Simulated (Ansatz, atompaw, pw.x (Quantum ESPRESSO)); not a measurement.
**From atom to crystal: PAW (atompaw) potential for La**

La (Z = 57), PAW, made with atompaw 4.2.0.5 (PBE, scalar-relativistic). Core [Kr], reference 4d10 4f0 5s2 5p6 5d1 6s1.75 6p0.25. Waves: 5s (bound): rc 2.90 bohr; 6s (bound): rc 2.25 bohr; 5p (bound): rc 3.00 bohr; 6p (bound): rc 3.00 bohr; 4d (bound): rc 1.40 bohr; 5d (bound): rc 1.45 bohr; 4f (bound, empty): rc 1.85 bohr; 4f channel at 0.15 Ry: rc 1.85 bohr. Local part: bessel scheme, radius 2.90 bohr. Core correction: smooth core density matched at 2.90 bohr. Augmentation charge: besselshape compensation charge, radius 2.35 bohr; PAW radius 3.00 bohr; waves and projectors: custom rrkj vanderbiltortho.

Atomic tests: cutoffs needed: 80 Ry and 140 Ry (the cutoffs (Ry, on a coarse ladder) from which the occupation-weighted sum of valence levels, in a spherical-Bessel basis at the reference potential, stays within 10 and 1 mRy of its value at 400 Ry); ghost test: no extra level below or beside the all-electron valence levels (s, p, d, f tested) (spherical-Bessel basis up to 400 Ry, 20 bohr box); lowest eigenvalue of the overlap operator: 0.09 (p channel).

Crystal test: fcc La in pw.x 7.5, no spin, 11³ k-points, Fermi–Dirac smearing 0.01 Ry, cutoffs 170/900 Ry. The reference is all-electron LAPW (Ansatz 0.2.0) with the same functional, mesh and smearing; V0 and B0 come from Birch–Murnaghan fits to the pressures at five volumes. Errors are pseudo minus all-electron; Δ is the rms difference of the E(V) curves that follow from these fits, minima aligned, over ±6 % about the mean V0. Mesh and smearing are coarse, so the numbers serve the comparison and aren't converged zero-temperature values; the lattice is a test structure that the element need not adopt.

| V (Å³/atom) | P all-electron (GPa) | P pseudo (GPa) |
| --- | --- | --- |
| 35.141 | 1.54 | 2.01 |
| 36.065 | 0.81 | 1.19 |
| 36.990 | 0.14 | 0.51 |
| 37.915 | -0.46 | -0.13 |
| 38.840 | -1.01 | -0.72 |

All-electron: a0 = 5.299 Å (V0 = 37.20 Å³/atom), B0 = 25.0 GPa.

Pseudopotential: mean pressure error (GPa): +0.37; a0 (Å): 5.323; a0 error (%): +0.46; B0 error (%): +1.4; Δ (meV/atom): 2.8.

Q: At the middle volume, how do free energy and pressure move when the wave cutoff is lowered (ecutrho held at 900 Ry)?

A:

```tsv
cutoff (Ry)	shift of F (meV/atom)	shift of P (GPa)
76	+158.9	-2.81
102	+21.8	+0.04
136	+3.3	-0.12
```

The run at the middle volume (56 k-points, 11 iterations) took about 2.6 min on one core of a shared host (AMD EPYC 9R45 96-Core Processor, 96 threads, 376 GiB, load 60).
